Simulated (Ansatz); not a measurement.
**Se under changes of volume**

One of the cells (27.261 Å³/atom); the others are scaled copies at fixed shape and fractional positions:

```
CELL_PARAMETERS angstrom
4.36620 0.00000 0.00000
-2.18310 3.78124 0.00000
0.00000 0.00000 4.95360
ATOMIC_POSITIONS crystal
Se 0.77460 0.77460 0.00000
Se 0.00000 0.22540 0.66667
Se 0.22540 0.00000 0.33333
```

| Quantity | Value |
| --- | --- |
| Program | Ansatz 0.2.0 |
| Functional | PBEsol |
| Potentials or basis | Ansatz PAW |
| Cutoff | 420 eV (not typed: the program's choice for these potentials) |
| k mesh | 7 × 7 × 6 |
| Occupations | fermi-dirac, width 0.05 eV |
| Spin | no spin polarisation |

```csv
volume (Å³/atom),energy over the lowest point (meV/atom),pressure (GPa),gap on the mesh (eV),largest force (eV/Å)
25.625,21.22,4.2,1.08,0.982
26.170,9.49,2.7,1.10,0.734
26.716,2.58,1.4,1.12,0.503
27.261,0.00,0.2,1.14,0.287
27.806,?,?,?,?
28.351,6.08,-1.9,1.14,0.101
28.896,13.98,-2.7,1.12,0.276
```

Task: What does the run at 27.806 Å³/atom give?

Result: Energy over the lowest point 1.30 meV/atom; pressure -0.9 GPa; gap on the mesh 1.16 eV; largest force 0.087 eV/Å.

Worked out: A Birch-Murnaghan fit of order 3 (a polynomial in V^(-2/3)) to the other rows has its minimum at 27.34 Å³/atom with B0 = V·E''(V) = 56 GPa and B' = 4.4 at fixed shape and positions, which overstates the stiffness. It gives 1.30 meV/atom at 27.806 Å³/atom, against the run's 1.30, and -dE/dV = -0.9 GPa, against -0.9. A parabola through the other rows of the gap, of slope -0.0226 eV per unit of ln V there, gives 1.14 eV, against the run's 1.16.

Energies are extrapolated to zero smearing.

Caveats: odd divisions of the mesh miss points on the zone boundary, where band edges often lie, so the gap on the mesh can be too wide; the PAW data sets come from PBE, with cores solved anew for the run's functional, which leaves a small shift of forces and pressure.

A mesh can miss the band edges. Spin-orbit coupling on Se is left out.
